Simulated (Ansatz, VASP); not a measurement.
## Two plane-wave programs on Ni

```
Ni
1.0
     0.00000    1.73757    1.80708
     1.73757    0.00000    1.80708
     1.73757    1.73757    0.00000
Ni
1
Direct
  0.00000 0.00000 0.00000
```

Alike in both runs: functional PBE; k mesh 11 × 11 × 11; occupations fermi-dirac, width 0.05 eV; collinear spin.

```csv
,VASP,Ansatz
version,VASP 6.6.1,Ansatz 0.2.0
potentials or method,"VASP PAW PBE potentials, release 64 (Ni)",Ansatz PAW
plane-wave cutoff (eV),520,420
valence electrons in the cell,10,18
task,single point,band structure
```

```tsv
	VASP	Ansatz	Ansatz less VASP
gap on the k mesh at the Fermi level (eV)	none	none	-
pressure (GPa)	-0.6	-0.6	0.00
largest component of the traceless stress (GPa)	3.60	3.73	+0.126
net moment per atom (μB)	0.58	0.58	+0.005
size of the moment on the site where the two differ most (μB)	0.59	0.62	+0.033
```

Site moments also hang on the region over which each program counts them. A gap of «none» marks a metal or a gap that the smearing closes. With one functional, cell and mesh, what is left measures potentials, basis and numerics. The two sets of potentials don't hold the same shells in valence.
